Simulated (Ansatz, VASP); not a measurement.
**ZnO in VASP and in Ansatz**

File run.py:

```python
from ase.calculators.vasp import Vasp
from ase.dft.bandgap import bandgap
from ase.io import read

atoms = read('ZnO.cif')
calc = Vasp(
    directory='calc',
    xc='lda',
    pp='LDA',
    setups='recommended',
    pp_version='54',
    prec='Accurate',
    encut=520,
    ediff=1e-06,
    ismear=0,
    sigma=0.05,
    lreal=False,
    lasph=True,
    nelm=60,
    algo='Normal',
    isif=2,
    lwave=False,
    lcharg=True,
    lelf=True,
    lvhar=True,
    kpts=[9, 9, 4],
    gamma=True,
    nbands=26,
)
atoms.calc = calc

print('energy (eV):', atoms.get_potential_energy())
print('free energy (eV):', atoms.get_potential_energy(force_consistent=True))
print('forces (eV/A):')
print(atoms.get_forces())
print('stress (eV/A^3, Voigt):', atoms.get_stress())
print('Fermi level (eV):', calc.get_fermi_level())
gap, top, bottom = bandgap(calc)
print('band gap (eV):', gap, 'from (spin, k, band)', top, 'to', bottom)
```

Contents of ZnO.cif:

```cif
data_ZnO
_cell_length_a 3.28796716
_cell_length_b 3.28796716
_cell_length_c 7.13044135
_cell_angle_alpha 90.00000000
_cell_angle_beta 90.00000000
_cell_angle_gamma 120.00000000
_space_group_name_H-M_alt 'P1'
_space_group_name_Hall 'P 1'
_space_group_IT_number 1
loop_
_space_group_symop_operation_xyz
'x,y,z'
loop_
_atom_site_label
_atom_site_type_symbol
_atom_site_symmetry_multiplicity
_atom_site_Wyckoff_symbol
_atom_site_fract_x
_atom_site_fract_y
_atom_site_fract_z
_atom_site_occupancy
Zn1 Zn 1 a 0.0000000000 0.0000000000 0.2500000000 1
Zn2 Zn 1 a 0.0000000000 0.0000000000 0.7500000000 1
O1 O 1 a 0.6666666667 0.3333333333 0.7500000000 1
O2 O 1 a 0.3333333333 0.6666666667 0.2500000000 1
```

input.yaml

```yaml
crystal:
  lattice:
    - [3.2879671587, 0.0, 0.0]
    - [-1.6439835793, 2.8474630862, 0.0]
    - [0.0, 0.0, 7.13044135]
  atoms:
    - { symbol: Zn, position: [0.0, 0.0, 0.25] }
    - { symbol: Zn, position: [0.0, 0.0, 0.75] }
    - { symbol: O, position: [0.6666666667, 0.3333333333, 0.75] }
    - { symbol: O, position: [0.3333333333, 0.6666666667, 0.25] }
hamiltonian:
  xc: lda
  pseudopotentials: { kind: paw }
kpoints:
  mp_grid: { grid: [9, 9, 4] }
scf:
  occupations: { method: gaussian, width: 0.05 }
output:
  forces: true
  stress: true
  eigenvalues: true
```

Measurements of this composition are mostly on another form, of space group No. 186.

Alike in both runs: task single point; functional LDA; k mesh 9 × 9 × 4; occupations gaussian, width 0.05 eV; no spin polarisation.

|  | VASP | Ansatz |
| --- | --- | --- |
| version | VASP 6.6.1 | Ansatz 0.2.0 |
| potentials or method | VASP PAW LDA potentials, release 54 (Zn, O) | Ansatz PAW |
| plane-wave cutoff (eV) | 520 | 420 |
| valence electrons in the cell | 36 | 36 |

|  | VASP | Ansatz | Ansatz less VASP |
| --- | --- | --- | --- |
| gap on the k mesh at the Fermi level (eV) | 0.76 | 0.75 | -0.012 |
| least direct gap on the mesh (eV) | 0.76 | 0.75 | -0.012 |
| pressure (GPa) | -7.4 | -8.2 | -0.75 |
| largest component of the traceless stress (GPa) | 5.61 | 6.43 | +0.826 |

Caveats: an odd mesh through Γ misses points on the zone boundary, where band edges often lie (VASP); odd divisions of the mesh miss points on the zone boundary, where band edges often lie, so the gap on the mesh can be too wide (Ansatz); the pressure holds a Pulay correction of +0.6 GPa for the finite cutoff (Ansatz); the PAW data sets come from PBE, with cores solved anew for the run's functional, which leaves a small shift of forces and pressure (Ansatz). Expect the measured gap to be larger: semilocal functionals such as LDA lack the derivative discontinuity.
